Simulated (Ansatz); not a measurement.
# KCl: stress in a strained cell

KCl is deformed so: zz strain of -1 %. What stress and forces result, by LAPW, PAW and all-electron datasets made for the crystal?

Computed with Ansatz 0.2.0 (DFT PBE, scalar-relativistic, unless a step's input says otherwise).

### Step 1. The system as given

It takes space group Fm-3m (No. 225, cubic). The conventional cell has a = 6.312 Å, b = 6.312 Å, c = 6.312 Å, α = 90.00°, β = 90.00°, γ = 90.00°. K (site symmetry m-3m) has 6 Cl at 3.16 Å as nearest neighbours. Cl (site symmetry m-3m) is surrounded by 6 K at 3.16 Å.

Structure file:

```cif
data_structure
_symmetry_space_group_name_H-M 'Fm-3m'
_symmetry_Int_Tables_number 225
_cell_length_a 6.3122
_cell_length_b 6.3122
_cell_length_c 6.3122
_cell_angle_alpha 90.000
_cell_angle_beta 90.000
_cell_angle_gamma 90.000
_cell_volume 251.50
loop_
_atom_site_label
_atom_site_type_symbol
_atom_site_symmetry_multiplicity
_atom_site_Wyckoff_symbol
_atom_site_fract_x
_atom_site_fract_y
_atom_site_fract_z
_atom_site_occupancy
K1 K 4 a 0.00000 0.00000 0.00000 1
Cl1 Cl 4 b 0.50000 0.00000 0.00000 1
```

The file gives the conventional cell by its symmetry; the runs use the cell typed in the input.

Atoms are numbered in the order of the input: K1, Cl2.

### Step 2. The deformed structure

Space group Fm-3m before, I4/mmm after.

### Step 3. Full-potential LAPW

input.yaml reads:

```yaml
crystal:
  lattice:
    - [0.0, 3.1561, 3.124539]
    - [3.1561, 0.0, 3.124539]
    - [3.1561, 3.1561, 0.0]
  atoms:
    - { symbol: K, position: [0.0, 0.0, 0.0] }
    - { symbol: Cl, position: [0.5, 0.5, 0.5] }
kpoints:
  mp_grid: { grid: [7, 7, 7] }
  band_path:
    path:
      - [0.0, 0.0, 0.0]
      - [0.0, 0.5, 0.5]
      - [0.25, 0.75, 0.5]
      - [0.0, 0.5, 0.0]
      - [0.0, 0.0, 0.0]
      - [0.5, 0.5, 0.0]
      - [0.3775380063, 0.6224619937, 0.0]
      - [-0.3775380063, 0.3775380063, 0.0]
      - [0.0, 0.0, 0.0]
    npoints: 5
scf:
  occupations: { method: fermi_dirac, width: 0.03 }
hamiltonian:
  xc: pbe
  pseudopotentials: { kind: all_electron, lapw: { basis_error: 0.001 } }
output:
  forces: true
  stress: true
  eigenvalues: true
```

Launch:

```
$ ansatz run input.yaml --threads 1 --pin off --max-ram 3072MiB --backend cpu --events-out ev --progress --plain --runs-dir out
```

### Step 4. Frozen-core PAW

input.yaml reads:

```yaml
crystal:
  lattice:
    - [0.0, 3.1561, 3.124539]
    - [3.1561, 0.0, 3.124539]
    - [3.1561, 3.1561, 0.0]
  atoms:
    - { symbol: K, position: [0.0, 0.0, 0.0] }
    - { symbol: Cl, position: [0.5, 0.5, 0.5] }
kpoints:
  mp_grid: { grid: [7, 7, 7] }
scf:
  occupations: { method: fermi_dirac, width: 0.03 }
hamiltonian:
  xc: pbe
  pseudopotentials: { kind: paw }
output:
  forces: true
  stress: true
  eigenvalues: true
  efg: { contact_densities: true }
```

### Step 5. All-electron PAW on datasets made for the crystal

Changes to input.yaml since step 4:

```diff
@@ -14,3 +14,3 @@
   xc: pbe
-  pseudopotentials: { kind: paw }
+  pseudopotentials: { kind: all_electron, datasets: crystal }
 output:
```

(Steps that only read results are left out.)

Before running it: what results should come out? Wanted: pressure; largest shear or deviatoric stress.

As calculated:

```
                                 quantity                                           value
                                 pressure  LAPW 0.78, PAW 0.78, crystal datasets 0.78 GPa
largest shear or deviatoric stress (LAPW)                                        0.26 GPa
```

The largest part of the stress beyond the pressure is 0.26 GPa in size, in the zz component; the atoms are carried along and not relaxed. No run of the undeformed cell stands beside it, so the pressure holds what the given cell had before the change. PAW: stress within 0.01 GPa of LAPW. Crystal datasets: stress within 0.01 GPa of LAPW.
